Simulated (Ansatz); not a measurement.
The cell was built from the wurtzite type and relaxed in the same program, and has space group P6_3mc; it needn't be a known or the stable phase.

Below is the log of a run of Ansatz 0.2.0.

```
Cu: projections on atomic orbitals take those of the free atom 1s2 2s2 2p6 3s2 3p6 3d10 4s1, of charge +0.00 (hamiltonian.pseudopotentials.projection_atoms)
O: projections on atomic orbitals take those of the free atom 1s2 2s2 2p4, of charge +0.00 (hamiltonian.pseudopotentials.projection_atoms)
LAPW: plane waves up to 10.862 Å⁻¹, error target 1.0e-3 eV per atom; small_component_spin mean_spin; O in spheres of 0.865 Å, 8 of its electrons in bands, Dirac shells []; Cu in spheres of 1.065 Å, 19 of its electrons in bands, Dirac shells []
Engine: ansatz 0.2.0
Pseudopotentials: kind: all_electron
Pseudopotential: Cu, LAPW, valence charge 19, Koelling and Harmon's equation, gaussian nucleus
Pseudopotential: O, LAPW, valence charge 8, Koelling and Harmon's equation, gaussian nucleus
Functional definition: PBE
  parameter kappa = 0.804
  parameter beta = 0.06672455060314922
  exchange = pbe_x(kappa = kappa, mu = beta*pi^2/3)
  correlation = pbe_c(beta = beta)
Crystal: 4 atoms, lattice volume = 46.223 Å³
Basis set: ecut = 449.5457424446362 eV, 1015 PW (Γ), exchange–correlation at level 2
Bands: 33, of which v1, the nominal top of the filled ones, is band 27 counted from 1 (26 counted from 0)
Symmetry: 12 space group operations
Space group: P63mc (ITA 186), of the structure as read, at distance tolerance 3.6e-5 Å
k-points: 84 of 1183 (time reversal used)
Non-local potential: Cu, projectors of the file, none
Non-local potential: O, projectors of the file, none
Initial density: superposition of atomic densities (chi_scale 0.1, normalization cell, long waves kept (reshape's long-wave potential 0.00 eV rms))
Initial wavefunctions: plane waves of lowest kinetic energy (no species holds an atomic orbital)
Functional: x = pbe(κ = 0.804, μ = 0.2195149727645171), c = pbe(β = 0.06672455060314922)
iter 1 solved again at ethr=2.39e-2 eV; its pass at ethr=1.00e-1 eV (dr2=1.29e1 eV) is discarded
SCF iter   1: F=—  HF=-94168.147656 eV  |F-HF|=—  |Δ(HF+E_count)|=         —  Δρ=1.55e-1  dr2=1.29e1  ethr=2.39e-2  ⟨swp⟩=2.0  Hψ=17472  notcnv=0
preconditioner: auto → LDOS  [metal: Δε(μ)=0.007 eV  Ē_g=11.427 eV  σ=0.050 eV  W_gap=0.03  n_scr=22 (ndim 8)  ℏωp=31.8 eV  f_vac=0.039  D(μ)=9.20/eV (n_scr^D=148)  β→1.0]
SCF iter   2: F=—  HF=-94164.456451 eV  |F-HF|=—  |Δ(HF+E_count)|=    3.69e0  Δρ=1.02e-1  dr2=5.52e0  ethr=2.39e-2  ⟨swp⟩=2.0  Hψ=8316  notcnv=0
SCF iter   3: F=—  HF=-94162.484204 eV  |F-HF|=—  |Δ(HF+E_count)|=    1.97e0  Δρ=3.70e-2  dr2=7.08e-1  ethr=1.02e-2  ⟨swp⟩=2.0  Hψ=8485  notcnv=0
iter 4 solved again at ethr=6.98e-5 eV; its pass at ethr=1.31e-3 eV (dr2=3.77e-2 eV) is discarded
SCF iter   4: F=—  HF=-94162.044211 eV  |F-HF|=—  |Δ(HF+E_count)|=         —  Δρ=9.17e-3  dr2=3.78e-2  ethr=6.98e-5  ⟨swp⟩=2.0  Hψ=14173  notcnv=0
the basis was enlarged: its passes take 504.4 KiB over the memory plan, 1 of 1 planned eigensolver slots
SCF iter   5: F=—  HF=-94162.061784 eV  |F-HF|=—  |Δ(HF+E_count)|=   1.76e-2  Δρ=2.17e-3  dr2=2.26e-3  ethr=6.98e-5  ⟨swp⟩=2.0  Hψ=8484  notcnv=0
SCF iter   6: F=—  HF=-94162.060506 eV  |F-HF|=—  |Δ(HF+E_count)|=   1.28e-3  Δρ=6.27e-4  dr2=2.05e-4  ethr=4.19e-6  ⟨swp⟩=2.0  Hψ=8039  notcnv=0
SCF iter   7: F=—  HF=-94162.060480 eV  |F-HF|=—  |Δ(HF+E_count)|=   2.61e-5  Δρ=6.81e-5  dr2=1.53e-6  ethr=3.80e-7  ⟨swp⟩=2.0  Hψ=8039  notcnv=0
SCF iter   8: F=—  HF=-94162.060483 eV  |F-HF|=—  |Δ(HF+E_count)|=   2.22e-6  Δρ=2.00e-5  dr2=1.69e-7  ethr=2.83e-9  ⟨swp⟩=3.0  Hψ=8629  notcnv=0
SCF iter   9: F=-94162.060483 eV  HF=-94162.060483 eV  |F-HF|=2.72e-9  |Δ(HF+E_count)|=   8.72e-8  Δρ=3.19e-6  dr2=2.79e-9  ethr=3.13e-10  ⟨swp⟩=3.0  Hψ=8233  notcnv=0
SCF 1 converged in 9 iterations: F = -94162.060483 eV  dr2 = 2.79e-9
NSCF: frozen V_eff on 113 k-points
SCF converged after 9 iterations
Free energy (F): -94162.060483 eV
Harris-Foulkes:  -94162.060483 eV  (|F-HF|=2.72e-9)
Internal energy: -94162.020247 eV  (E = F + TS)
E sigma→0 (E₀):  -94162.040365 eV
Entropy (-TS):   -0.040236 eV (-10.059 meV/atom)
Fermi energy:    9.701831 eV
--- Per-component energies (eV) ---
  E_band       = -2942.144612
  E_kinetic    = 95703.176637
  E_xc         = -4142.700222
  E_electrostatic = -185722.496661  (all electrons and nuclei)
  E_smearing   = -0.040236  (= −TS)
  E_closure    = 0.000000  (closes the sum)
  E_atoms      = -94142.871920  (free atoms, spherical and without spin; not in F)
  Σ components = -94162.060483   (vs F -94162.060483, Δ=0.00e0)
  Basis errors (estimates in eV, not in F): energy 4.3e-4 per atom: plane waves 4.0e-4 (2.4e-4 summed), levels above the bands 7.0e-87, relativity 1.1e-7, radial functions 3.7e-5, core shells 8.2e-9; eigenvalues (radial functions only) 2.7e-6; not estimated: angular momenta, meshes, grids; target (lapw.basis_error) 1.0e-3; muffin-tin radii O 0.865 Å, Cu 1.065 Å
--- Forces (eV/Å), atoms counted from 1 ---
  atom   1  Cu     0.00000000     0.00000000     0.00050631
  atom   2  Cu     0.00000000    -0.00000000     0.00050631
  atom   3  O      0.00000000     0.00000000    -0.00051255
  atom   4  O     -0.00000000    -0.00000000    -0.00051255
  max |Σ_I F_I| component: 1.25e-5 eV/Å
--- Stress (GPa, compression-positive) ---
        0.014198      -0.000000      -0.000000
       -0.000000       0.014198       0.000000
        0.000000       0.000000       0.047638
  P = ⅓ Tr σ = 0.0253 GPa (0.253 kbar)
--- Band table (eV; the first three rows and the last of 84) ---
  k-point 0: bands = ["-496.6065", "-496.6065", "-102.4159", "-102.4156", "-59.8102", "-59.8043", "-59.7862", "-59.7862", "-59.7853", "-59.7853", "-9.2294", "-8.6104", "3.4848", "4.5970", "4.9670", "4.9670", "5.2794", "5.2794", "7.5315", "7.5315", "7.8090", "7.8090", "7.8132", "9.5631", "9.5631", "10.3421", "10.4680", "10.4680", "10.7890", "15.8008", "17.3990", "23.5070", "24.1349"]
  k-point 1: bands = ["-496.6065", "-496.6065", "-102.4159", "-102.4156", "-59.8099", "-59.8046", "-59.7862", "-59.7862", "-59.7854", "-59.7854", "-9.2003", "-8.6427", "3.5174", "4.5143", "4.9785", "4.9785", "5.2591", "5.2591", "7.5487", "7.5487", "7.8006", "7.8006", "7.9263", "9.6068", "9.6068", "10.0341", "10.4230", "10.4230", "11.2004", "15.3683", "17.8153", "22.9441", "24.1367"]
  k-point 2: bands = ["-496.6065", "-496.6065", "-102.4158", "-102.4156", "-59.8091", "-59.8054", "-59.7861", "-59.7861", "-59.7855", "-59.7855", "-9.1180", "-8.7323", "3.6202", "4.3025", "5.0125", "5.0125", "5.2053", "5.2053", "7.5955", "7.5955", "7.7727", "7.7727", "8.2361", "9.6043", "9.7307", "9.7307", "10.2969", "10.2969", "11.9044", "14.5463", "18.6124", "21.8027", "24.1703"]
  k-point 83: bands = ["-496.6065", "-496.6065", "-102.4153", "-102.4153", "-59.8068", "-59.8066", "-59.7907", "-59.7906", "-59.7897", "-59.7895", "-8.4088", "-8.3961", "4.1034", "4.1066", "4.5061", "4.5496", "5.4614", "5.4670", "7.4534", "7.5063", "7.8931", "7.8933", "8.1475", "8.1844", "8.4918", "8.7364", "9.1875", "9.2388", "17.3979", "17.3980", "18.4117", "18.6722", "19.1749"]
--- Löwdin populations: 4 sites ---
  site symbol       q [e]
     0     Cu     27.8925
     1     Cu     27.8925
     2      O      8.9588
     3      O      8.9588
  spilling = 0.004020 (of n_electrons = 74.000000)
```

The cell and starting positions:

```
CELL_PARAMETERS angstrom
3.14794 0.00000 0.00000
-1.57397 2.72620 0.00000
0.00000 0.00000 5.38604
ATOMIC_POSITIONS crystal
Cu 0.33333 0.66667 0.00882
Cu 0.66667 0.33333 0.50882
O 0.33333 0.66667 0.36718
O 0.66667 0.33333 0.86718
```

Parts of the input that the log doesn't repeat:

```yaml
  band_path:
    path:
      - [0.0, 0.0, 0.0]
      - [0.5, 0.0, 0.0]
      - [0.3333333333, 0.3333333333, 0.0]
      - [0.0, 0.0, 0.0]
      - [0.0, 0.0, 0.5]
      - [0.5, 0.0, 0.5]
      - [0.3333333333, 0.3333333333, 0.5]
      - [0.0, 0.0, 0.5]
      - [0.5, 0.0, 0.5]
    npoints: 14
output:
  forces: true
  stress: true
  eigenvalues: true
  populations: true
  dos: { projected: true, de: 0.2, e_range: [-14, 8] }
```

(1) Write the input that produced this log.

## Answers

(1) 
```yaml
crystal:
  lattice:
    - [3.147943798, 0.0, 0.0]
    - [-1.573971899, 2.7261992987, 0.0]
    - [0.0, 0.0, 5.3860353229]
  atoms:
    - { symbol: Cu, position: [0.3333333333, 0.6666666667, 0.0088223458] }
    - { symbol: Cu, position: [0.6666666667, 0.3333333333, 0.5088223458] }
    - { symbol: O, position: [0.3333333333, 0.6666666667, 0.3671776542] }
    - { symbol: O, position: [0.6666666667, 0.3333333333, 0.8671776542] }
kpoints:
  mp_grid: { grid: [13, 13, 7] }
  band_path:
    path:
      - [0.0, 0.0, 0.0]
      - [0.5, 0.0, 0.0]
      - [0.3333333333, 0.3333333333, 0.0]
      - [0.0, 0.0, 0.0]
      - [0.0, 0.0, 0.5]
      - [0.5, 0.0, 0.5]
      - [0.3333333333, 0.3333333333, 0.5]
      - [0.0, 0.0, 0.5]
      - [0.5, 0.0, 0.5]
    npoints: 14
scf:
  occupations: { method: fermi_dirac, width: 0.05 }
hamiltonian:
  xc: pbe
  pseudopotentials: { kind: all_electron, lapw: { basis_error: 0.001 } }
output:
  forces: true
  stress: true
  eigenvalues: true
  populations: true
  dos: { projected: true, de: 0.2, e_range: [-14, 8] }
```
This is the input that was run; digits and keys that the log doesn't show could differ in an equivalent one.
